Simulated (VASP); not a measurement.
# InP (F-43m) in VASP: a series of runs

The runs below take InP through single point, with PBE.

Everything below comes from runs of VASP 6.6.1. Logs are shortened: lines on timing, memory, paths and dates and some standing lists are left out, and cuts for length are marked.

## 1. The crystal as given

It takes space group F-43m (No. 216, cubic). The conventional cell has a = 5.861 Å, b = 5.861 Å, c = 5.861 Å, α = 90.00°, β = 90.00°, γ = 90.00°. In (site symmetry -43m) has 4 P at 2.54 Å as nearest neighbours. Around P (site symmetry -43m) lie 4 In at 2.54 Å.

## 2. Single point, PBE

File INCAR:

```
PREC = Accurate ; ENCUT = 600
EDIFF = 1E-7 ; ISMEAR = 0
SIGMA = 0.05 ; LREAL = False
LASPH = True ; NELM = 100
ALGO = Normal ; ISIF = 2
LWAVE = False ; LCHARG = False
GGA = PE ; NBANDS = 16
ADDGRID = False
```

File KPOINTS:

```
regular mesh
0
Gamma
  6 6 6
```

File POSCAR:

```
InP
1.0
    0.0000000000      2.9305000000      2.9305000000
    2.9305000000      0.0000000000      2.9305000000
    2.9305000000      2.9305000000      0.0000000000
In P
1 1
Direct
    0.0000000000      0.0000000000      0.0000000000
    0.7500000000      0.7500000000      0.7500000000
```

Potentials or basis: VASP PAW PBE potentials, release 64 (In_d, P_h).

Launch:

```bash
cat potpaw_PBE.64/In_d/POTCAR potpaw_PBE.64/P_h/POTCAR > POTCAR
mpirun -np 1 vasp_std > vasp.out
```

OUTCAR:

```text
PREC = Accurate
   ENCUT = 600
   EDIFF = 1E-7
   ISMEAR = 0
   LREAL = False
   LASPH = True
   NELM = 100
   ISIF = 2
   GGA = PE

 Found     16 irreducible k-points:

 Following reciprocal coordinates:
            Coordinates               Weight
  0.000000  0.000000  0.000000      1.000000
  0.166667  0.000000  0.000000      8.000000
  0.333333  0.000000  0.000000      8.000000
  0.500000  0.000000  0.000000      4.000000
  0.166667  0.166667  0.000000      6.000000
  0.333333  0.166667  0.000000     24.000000
   k-points           NKPTS =     16   k-points in BZ     NKDIM =     16   number of bands    NBANDS=     16
   number of dos      NEDOS =    301   number of ions     NIONS =      2
   total plane-waves  NPLWV =  46656
   dimension x,y,z NGX =    36 NGY =   36 NGZ =   36
   dimension x,y,z NGXF=    72 NGYF=   72 NGZF=   72
   ions per type =               1   1
   NGX,Y,Z   is equivalent  to a cutoff of  14.44, 14.44, 14.44 a.u.
   NGXF,Y,Z  is equivalent  to a cutoff of  28.88, 28.88, 28.88 a.u.
 SYSTEM =  unknown system
   PREC   = accura    normal or accurate (medium, high low for compatibility)
   ISTART =      0    job   : 0-new  1-cont  2-samecut
   ICHARG =      2    charge: 1-file 2-atom 10-const
   ISPIN  =      1    spin polarized calculation?
   LNONCOLLINEAR =      F non collinear calculations
   LSORBIT =      F    spin-orbit coupling
   LASPH  =      T    aspherical Exc in radial PAW
   ENCUT  =  600.0 eV  44.10 Ry    6.64 a.u.   8.28  8.28  8.28*2*pi/ulx,y,z
   NELM   =    100;   NELMIN=  2; NELMDL= -5     # of ELM steps
   EDIFF  = 0.1E-06   stopping-criterion for ELM
   LREAL  =      F    real-space projection
   EDIFFG = 0.1E-05   stopping-criterion for IOM
   NSW    =      0    number of steps for IOM
   IBRION =     -1    ionic relax: 0-MD 1-quasi-New 2-CG
   NFREE  =      0    steps in history (QN), initial steepest desc. (CG)
   ISIF   =      2    stress and relaxation
   ISYM   =      2    0-nonsym 1-usesym 2-fastsym
   POTIM  = 0.5000    time-step for ionic-motion
   TEBEG  =    0.0;   TEEND  =   0.0 temperature during run
   PSTRESS=    0.0 pullay stress
   NELECT =      18.0000    total number of electrons
   NUPDOWN=      -1.0000    fix difference up-down
   EMIN   =  10.00;   EMAX   =-10.00  energy-range for DOS
   EFERMI =   0.00;   METHOD = LEGACY
   ISMEAR =     0;   SIGMA  =   0.05  broadening in eV -4-tet -1-fermi 0-gaus
   EFERMI_NEDOS =   21; number of points for ismear=-14 and -15
   IALGO  =     38    algorithm
   IMIX   =      4    mixing-type and parameters
     AMIX     =   0.40;   BMIX     =  1.00
     AMIX_MAG =   1.60;   BMIX_MAG =  1.00
  volume/ion in A,a.u.               =      25.17       169.83
  Fermi-wavevector in a.u.,A,eV,Ry     =   1.162021  2.195901 18.371846  1.350293
  Thomas-Fermi vector in A             =   2.298587
   LORBIT       =      0    0 simple, 1 ext, 2 COOP (PROOUT), +10 PAW based schemes
   GGA     = PE    functional components
   LHFCALC =     F    Hartree Fock is set to
   AEXX    =    0.0000 exact exchange contribution
   IVDW    =     0    specifies the selected vdW correction
   LEPSILON=     F    determine dielectric tensor
   LRPA    =     F    only Hartree local field effects (RPA)
 non-spin polarized calculation
 Gauss-broadening in eV      SIGMA  =   0.05
  energy-cutoff  :      600.00
  volume of cell :       50.33
 maximum number of plane-waves:      1694
 NGX is ok and might be reduce to    36
   NGX = 17   NGY = 17   NGZ = 17

 number of electron      17.9999999 magnetization

 Free energy of the ion-electron system (eV)
  ---------------------------------------------------
  ext. energy  EPLUGINS =         0.00000000
  ---------------------------------------------------
  free energy    TOTEN  =        -8.37168593 eV

  energy without entropy =       -8.37168593  energy(sigma->0) =       -8.37168593

 E-fermi :   5.6213     XC(G=0):  -9.3184

 val. band max:        5.4030397967   @ k =   0.0000   0.0000   0.0000
 cond. band min:       6.1129617632   @ k =   0.0000   0.0000   0.0000
 fundamental gap:      0.7099219665
 Fermi energy:         5.6212789950

 k-point     1 :       0.0000    0.0000    0.0000
  band No.  band energies     occupation
      1      -8.7902      2.00000
      2      -8.7902      2.00000
      3      -8.7902      2.00000
      4      -8.6384      2.00000
      5      -8.6384      2.00000
      6      -6.1152      2.00000
[... 8 lines left out ...]
     15      14.8287      0.00000
     16      14.8287      0.00000

 k-point     2 :       0.1667    0.0000    0.0000
  band No.  band energies     occupation
      1      -8.8221      2.00000
      2      -8.7777      2.00000
      3      -8.7777      2.00000
      4      -8.6379      2.00000
      5      -8.6379      2.00000
      6      -5.8019      2.00000
[... 8 lines left out ...]
     15      14.0076      0.00000
     16      14.8894      0.00000

 k-point     3 :       0.3333    0.0000    0.0000
  band No.  band energies     occupation
      1      -8.8812      2.00000
      2      -8.7579      2.00000
      3      -8.7579      2.00000
      4      -8.6314      2.00000
      5      -8.6314      2.00000
      6      -4.9931      2.00000
[... 8 lines left out ...]
     15      14.4868      0.00000
     16      14.4868      0.00000

 k-point     4 :       0.5000    0.0000    0.0000
  band No.  band energies     occupation
      1      -8.9089      2.00000
      2      -8.7513      2.00000
      3      -8.7513      2.00000
      4      -8.6248      2.00000
      5      -8.6248      2.00000
      6      -4.3900      2.00000
[... 8 lines left out ...]
     15      16.0183      0.00000
     16      16.0183      0.00000

 k-point     5 :       0.1667    0.1667    0.0000
  band No.  band energies     occupation
      1      -8.8445      2.00000
      2      -8.7649      2.00000
      3      -8.7649      2.00000
      4      -8.6492      2.00000
      5      -8.6296      2.00000
      6      -5.6990      2.00000
[... 8 lines left out ...]
     15      15.0742      0.00000
     16      15.9192      0.00000

 k-point     6 :       0.3333    0.1667    0.0000
  band No.  band energies     occupation
      1      -8.8907      2.00000
      2      -8.7472      2.00000
      3      -8.7420      2.00000
      4      -8.6539      2.00000
      5      -8.6220      2.00000
      6      -5.0475      2.00000
[... 8 lines left out ...]
     15      15.3433      0.00000
     16      16.1672      0.00000

 [... further k-points ...]

------------------------ aborting loop because EDIFF is reached ----------------------------------------

  FORCE on cell =-STRESS in cart. coord.  units (eV):
  Direction    XX          YY          ZZ          XY          YZ          ZX
  --------------------------------------------------------------------------------------
  -------------------------------------------------------------------------------------
  Total        1.0420300      1.0420300      1.0420300      0.0000000      0.0000000     -0.0000000
  in kB       33.1692483     33.1692483     33.1692483      0.0000000      0.0000000     -0.0000000
  external PRESSURE =      33.1692483 kB  Pullay stress =       0.0000000 kB

 VOLUME and BASIS-vectors are now :
 -----------------------------------------------------------------------------
  energy-cutoff  :      600.00
  volume of cell :       50.33
      direct lattice vectors                 reciprocal lattice vectors
     0.000000000  2.930500000  2.930500000    -0.170619348  0.170619348  0.170619348
     2.930500000  0.000000000  2.930500000     0.170619348 -0.170619348  0.170619348
     2.930500000  2.930500000  0.000000000     0.170619348  0.170619348 -0.170619348

 POSITION                                       TOTAL-FORCE (eV/Angst)
 -----------------------------------------------------------------------------------
      0.00000      0.00000      0.00000         0.000000     -0.000000      0.000000
      4.39575      4.39575      4.39575        -0.000000      0.000000     -0.000000
 -----------------------------------------------------------------------------------
    total drift:                                0.000000      0.000000      0.000000

  FREE ENERGIE OF THE ION-ELECTRON SYSTEM (eV)
  ---------------------------------------------------
  free  energy   TOTEN  =        -8.3716859275 eV

  energy  without entropy=       -8.3716859275  energy(sigma->0) =       -8.37168593
```

Run time: 10 s. Hardware: 1 thread of Intel Xeon Platinum 8488C (Sapphire Rapids), shared host; peak memory 0.2 GiB.

The run converged, but some of its settings lie outside the range that counts as converged, so its numbers aren't taken as properties of the crystal.

What came out:

```yaml
Free_energy: -8.3717 eV
Pressure: 3.3 GPa
Band_gap_on_the_k_mesh: 0.71 eV, direct
```

Caveat: spin-orbit coupling is left out, which moves the levels of the heavy elements.

## 3. Single point, PBE

INCAR: that of step 2 with these lines changed.

```diff
@@ -1,2 +1,2 @@
-PREC = Accurate ; ENCUT = 600
+PREC = Accurate ; ENCUT = 900
 EDIFF = 1E-7 ; ISMEAR = 0
```

File KPOINTS:

```
regular mesh
0
Gamma
  5 5 5
```

POSCAR is that of step 2.

Potentials or basis: VASP PAW PBE potentials, release 64 (In_d, P_h).

Launch:

```bash
cat potpaw_PBE.64/In_d/POTCAR potpaw_PBE.64/P_h/POTCAR > POTCAR
mpirun -np 1 vasp_std > vasp.out
```

Run time: 15 s. Hardware: 1 thread of Intel Xeon Platinum 8488C (Sapphire Rapids), shared host; peak memory 0.25 GiB.

The run converged, but some of its settings lie outside the range that counts as converged, so its numbers aren't taken as properties of the crystal.

What came out:

```
Free energy            : -8.3489 eV
Pressure               : 3.4 GPa
Band gap on the k mesh : 0.71 eV, direct
```

Caveat: spin-orbit coupling is left out, which moves the levels of the heavy elements.
